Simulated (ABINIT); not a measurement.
Something may be wrong with this ABINIT 10.8.3 (patched build) calculation of CdF2.

Contents of run.abi:

```
# Pseudopotentials
pp_dirpath "./"
pseudos "Cd.GGA_PBE-JTH.xml, F.GGA_PBE-JTH.xml"

# Structure
acell 3*1.0 Angstrom
rprim
     0.0000000000     2.6940000000     2.6940000000
     2.6940000000     0.0000000000     2.6940000000
     2.6940000000     2.6940000000     0.0000000000
ntypat 2
znucl 48 9
natom 3
typat 1 2 2
xred
     0.0000000000     0.0000000000     0.0000000000
     0.7500000000     0.7500000000     0.7500000000
     0.2500000000     0.2500000000     0.2500000000

# Plane-wave basis
ecut 23.0
pawecutdg 45.0
pawxcdev 0

# k points
kptopt 1
ngkpt 9 9 9
nshiftk 1
shiftk 0.0 0.0 0.0

# Exchange and correlation
ixc 19

# Bands and occupations
nband 17
occopt 3
tsmear 0.00183747

# SCF cycle
nstep 100
tolvrs 1.0e-9

# Output
iomode 3
prtwf 0
prtden 0
prteig 0
prtebands 0
```

Potentials or basis: JTH PAW PBE v2.0.

Launch:

```sh
$ abinit run.abi > log 2>&1
```

run.abo:

```text
.Version 10.8.3 of ABINIT
 Symmetries : space group Fm -3 m (#225); Bravais cF (face-center cubic)
================================================================================
 Values of the parameters that define the memory need of the present run
     intxc =       0    ionmov =       0      iscf =      17    lmnmax =      18
     lnmax =       6     mgfft =      32  mpssoang =       3    mqgrid =    3001
     natom =       3  nloc_mem =       2    nspden =       1   nspinor =       1
    nsppol =       1      nsym =      48    n1xccc =       1    ntypat =       2
    occopt =       3   xclevel =       2
       mpw =        1402          nfft =       32768          nkpt =          35
[... 50 lines left out ...]

 chkinp: Checking input parameters for consistency.

 chkint_prt: ERROR -
  The value of the input variable ixc is 19, while it must be
  equal to one of the following: 0 1 2 3 4 5 6 7 8 9 10 11 12 13 14 15 16 17 20 21 22 23 24 26 27 31 32 33 34 35 40 41 42 50 51 60
  or it must be smaller or equal to 0.
  Action: you should change the input variable ixc.

Checking consistency of input data against itself revealed some problem(s).
So, stopping. The details of the problem(s) are given in the error file or the standard output file (= "log" file).
In parallel, the details might not even be printed there. Then, try running in sequential to see the details.

--- !ERROR
message: |
    Checking consistency of input data against itself gave 1 inconsistency.
    The details of the problem can be FOUND ABOVE (or in output or log file).
    In parallel, the details might not even be printed there. Then, try running in sequential to see the details.
...
```

Problem. What happened, and what is wrong with the input?

Solution. The input was rejected before any iteration. The input holds a flaw that was put in on purpose: unknown functional number (ixc = 19).
